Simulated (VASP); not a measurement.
Crystal: BeTe.

```
Te Be
1.0
     0.00000    2.77000    2.77000
     2.77000    0.00000    2.77000
     2.77000    2.77000    0.00000
Te Be
1 1
Direct
  0.75000 0.75000 0.75000
  0.00000 0.00000 0.00000
```

```yaml
Program: VASP 6.6.1
Task: relaxation of cell and atoms
Functional: B3LYP
Potentials_or_basis: VASP PAW PBE potentials, release 64 (Te, Be)
Cutoff: 600 eV
k_mesh: 4 × 4 × 4
Occupations: fermi-dirac, width 0.05 eV
Spin: no spin polarisation
```

At the start: pressure 6.2 GPa; volume 21.25 Å³/atom.

Q: How do energy, volume and symmetry change on relaxing?

A: Over 3 steps the energy falls by 37.3 meV/atom and the volume is 23.32 Å³/atom (+9.7 %); space group F-43m (No. 216, to 0.05 Å).

The path:
```
step  energy change (eV)  largest force (eV/Å)  pressure (GPa)  volume (Å³)
   1              0.0000                0.0000            6.24        42.51
   2             -0.0697                0.0000           -1.29        47.81
   3             -0.0745                0.0000            0.01        46.63
```

Final structure:
```xyz
2
Lattice="0.0000 2.8568 2.8568 2.8568 0.0000 2.8568 2.8568 2.8568 0.0000" Properties=species:S:1:pos:R:3 pbc="T T T"
Te    4.2853    4.2853    4.2853
Be    0.0000    0.0000    0.0000
```

Caveat: the k mesh is coarse (spacing up to 0.49 Å⁻¹), so the values aren't converged, least of all with exact exchange; the PAW data sets were made with another functional, which shifts forces and pressure a little.
